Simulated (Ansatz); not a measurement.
NbP:

```
CELL_PARAMETERS angstrom
-1.67492 1.67492 5.74011
1.67492 -1.67492 5.74011
1.67492 1.67492 -5.74011
ATOMIC_POSITIONS crystal
Nb 0.24988 0.74988 0.50000
Nb 0.49988 0.49988 0.00000
P 0.83275 0.33275 0.50000
P 0.08275 0.08275 0.00000
```

The cell is a database's computed one.

Base run:

```yaml
Program: Ansatz 0.2.0
Functional: LDA
Potentials_or_basis: Ansatz PAW
Cutoff: "420 eV (not typed: the program's choice for these potentials)"
k_mesh: 11 × 11 × 11
Occupations: fermi-dirac, width 0.05 eV
Spin: no spin polarisation
```

Its results: band gap on the k mesh none (metal or under the smearing width); pressure -9.4 GPa.

Problem. The run is repeated on the same cell with these changes: functional from LDA to r2SCAN; cutoff from 420 eV (not typed: the program's choice for these potentials) to 500 eV (not typed: the program's choice for these potentials). What comes out?

Solution. Band gap on the k mesh none (metal or under the smearing width); pressure -1.6 GPa.

Caveats: the PAW data sets come from PBE, with cores solved anew for the run's functional, which leaves a small shift of forces and pressure.
